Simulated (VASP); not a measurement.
BeTe:

```
CELL_PARAMETERS angstrom
0.00000 2.77000 2.77000
2.77000 0.00000 2.77000
2.77000 2.77000 0.00000
ATOMIC_POSITIONS crystal
Te 0.75000 0.75000 0.75000
Be 0.00000 0.00000 0.00000
```

Base run:

```yaml
Program: VASP 6.6.1
Functional: PBE0
Potentials_or_basis: VASP PAW PBE potentials, release 64 (Te, Be)
Cutoff: 520 eV
k_mesh: 6 × 6 × 6
Occupations: gaussian, width 0.02 eV
Spin: no spin polarisation
```

Its results: band gap on the k mesh 3.16 eV, indirect (least direct gap 5.10 eV); pressure 3.1 GPa.

Q: After a change of settings the same cell gave: band gap on the k mesh 2.81 eV, indirect (least direct gap 4.66 eV); pressure 3.9 GPa. Which change was it?
A. functional from PBE0 to r2SCAN-EpsX
B. functional from PBE0 to HSE06
C. functional from PBE0 to HSE03

A: A.

Caveats: the PAW data sets were made with another functional, which shifts forces and pressure a little; spin-orbit coupling is left out, which moves the levels of the heavy elements.
